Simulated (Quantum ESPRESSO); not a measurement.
A run of Quantum ESPRESSO 7.5 is set up as follows.

pw.in

```
&CONTROL
  calculation = 'vc-relax'
  prefix = 'pwscf'
  outdir = './tmp'
  pseudo_dir = './pseudo'
  tprnfor = .true.
  tstress = .true.
  disk_io = 'low'
  nstep = 40
  forc_conv_thr = 0.0004
  etot_conv_thr = 1d-05
/
&SYSTEM
  ibrav = 0
  nat = 2
  ntyp = 2
  ecutwfc = 45
  ecutrho = 360
  nbnd = 15
  occupations = 'smearing'
  smearing = 'fd'
  degauss = 0.00367493
/
&ELECTRONS
  conv_thr = 4d-10
  electron_maxstep = 120
  mixing_beta = 0.5
/
&IONS
  ion_dynamics = 'bfgs'
/
&CELL
  cell_dynamics = 'bfgs'
  press = 0
  press_conv_thr = 0.3
/
ATOMIC_SPECIES
Cd   112.4140 cd_pbe_v1.uspp.F.UPF
O     15.9990 o_pbe_v1.2.uspp.F.UPF
CELL_PARAMETERS angstrom
   0.0000000000    2.3475000000    2.3475000000
   2.3475000000    0.0000000000    2.3475000000
   2.3475000000    2.3475000000    0.0000000000
ATOMIC_POSITIONS crystal
Cd     0.0000000000    0.0000000000    0.0000000000
O      0.5000000000    0.5000000000    0.5000000000
K_POINTS automatic
8 8 8 0 0 0
```

Potentials or basis: GBRV 1.5 PBE.

Command:

```sh
$ OMP_NUM_THREADS=1 pw.x -in pw.in > pw.out
```

Question: Predict the band gap on the k mesh.

Answer: None (metal or under the smearing width).

Question: Predict the relaxed volume.

Answer: 13.65 Å³/atom.

Question: Estimate the relaxed cell.

Answer: a = 3.380 Å, b = 3.380 Å, c = 3.380 Å, α = 60.00°, β = 60.00°, γ = 60.00°.

Final structure:
```
Cd O
1.0
     0.00000    2.39002    2.39002
     2.39002    0.00000    2.39002
     2.39002    2.39002    0.00000
Cd O
1 1
Direct
  0.00000 0.00000 0.00000
  0.50000 0.50000 0.50000
```

Caveat: this crystal is a semiconductor, whose small gap the functional closes, so the metal is an error of the method.
